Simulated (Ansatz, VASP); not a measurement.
**One calculation of SiC, two programs**

File INCAR:

```
PREC = Accurate ; ENCUT = 520
EDIFF = 1E-7 ; ISMEAR = 0
SIGMA = 0.05 ; LREAL = False
LASPH = True ; NELM = 80
ALGO = Normal ; ISIF = 2
LWAVE = False ; LCHARG = False
GGA = PE ; NBANDS = 16
```

KPOINTS

```
regular mesh
0
Gamma
  12 12 6
```

The input POSCAR:

```
SiC
1.0
    3.0917664073      0.0000000000      0.0000000000
   -1.5458832036      2.6775482513      0.0000000000
    0.0000000000      0.0000000000      4.8710603303
Si C
2 2
Direct
    0.3333333333      0.6666666667      0.0045635313
    0.6666666667      0.3333333333      0.5045635313
    0.3333333333      0.6666666667      0.3804364687
    0.6666666667      0.3333333333      0.8804364687
```

Input for Ansatz:

```yaml
crystal:
  lattice:
    - [3.0917664073, 0.0, 0.0]
    - [-1.5458832036, 2.6775482513, 0.0]
    - [0.0, 0.0, 4.8710603303]
  atoms:
    - { symbol: Si, position: [0.3333333333, 0.6666666667, 0.0045635313] }
    - { symbol: Si, position: [0.6666666667, 0.3333333333, 0.5045635313] }
    - { symbol: C, position: [0.3333333333, 0.6666666667, 0.3804364687] }
    - { symbol: C, position: [0.6666666667, 0.3333333333, 0.8804364687] }
basis:
  ecutwfc: 420
kpoints:
  mp_grid: { grid: [12, 12, 6] }
hamiltonian:
  xc: pbe
scf:
  occupations: { method: gaussian, width: 0.05 }
output:
  forces: true
  stress: true
  eigenvalues: true
```

Change from the starting cell: strain +0.000 along x and y, -0.040 along z, atoms carried along.

Alike in both runs: task single point; functional PBE; k mesh 12 × 12 × 6; occupations gaussian, width 0.05 eV; no spin polarisation.

|  | VASP | Ansatz |
| --- | --- | --- |
| version | VASP 6.6.1 | Ansatz 0.2.0 |
| potentials or method | VASP PAW PBE potentials, release 64 (Si, C) | scalar-relativistic, plane waves, PAW |
| plane-wave cutoff (eV) | 520 | 420 |
| valence electrons in the cell | 16 | 16 |

|  | VASP | Ansatz | Ansatz less VASP |
| --- | --- | --- | --- |
| gap on the k mesh at the Fermi level (eV) | 2.32 | 2.32 | +0.004 |
| least direct gap on the mesh (eV) | 3.63 | 3.64 | +0.004 |
| pressure (GPa) | 9.8 | 9.8 | +0.07 |
| largest component of the traceless stress (GPa) | 16.66 | 16.58 | -0.079 |
| rms of the force components (eV/Å) | 0.318 | 0.319 | +0.0008 |

Atom by atom the forces differ by 0.001 eV/Å (rms over components).

A k mesh can miss the band edges.
